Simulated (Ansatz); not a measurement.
# Ba in Ansatz: the effect of functional

Crystal: Ba.

```
Ba
1.0
    -2.50650    2.50650    2.50650
     2.50650   -2.50650    2.50650
     2.50650    2.50650   -2.50650
Ba
1
Direct
  0.00000 0.00000 0.00000
```

Alike in all runs:

- Program: Ansatz 0.2.0
- Task: band structure
- Potentials or basis: Ansatz PAW
- k mesh: 4 × 4 × 4
- Occupations: fermi-dirac, width 0.05 eV
- Spin: no spin polarisation

Task: One run gave: pressure -1.1 GPa. Which functional did it use?
A. r2SCAN
B. LDA
C. PBE
D. revPBE
E. PBEsol

Result: B.

```tsv
functional	cutoff	pressure (GPa)
LDA	420 eV	-1.1
PBE	420 eV	0.3
PBEsol	420 eV	-0.4
RPBE	420 eV	1.0
revPBE	420 eV	0.8
BLYP	420 eV	0.7
r2SCAN	500 eV	0.7
```

Caveats: all runs use coarse meshes; the PAW data sets come from PBE, with cores solved anew for the run's functional, which leaves a small shift of forces and pressure (some runs); the potentials were made for another functional, which shifts forces and pressure (some runs).

Not every run made on this cell is shown here.
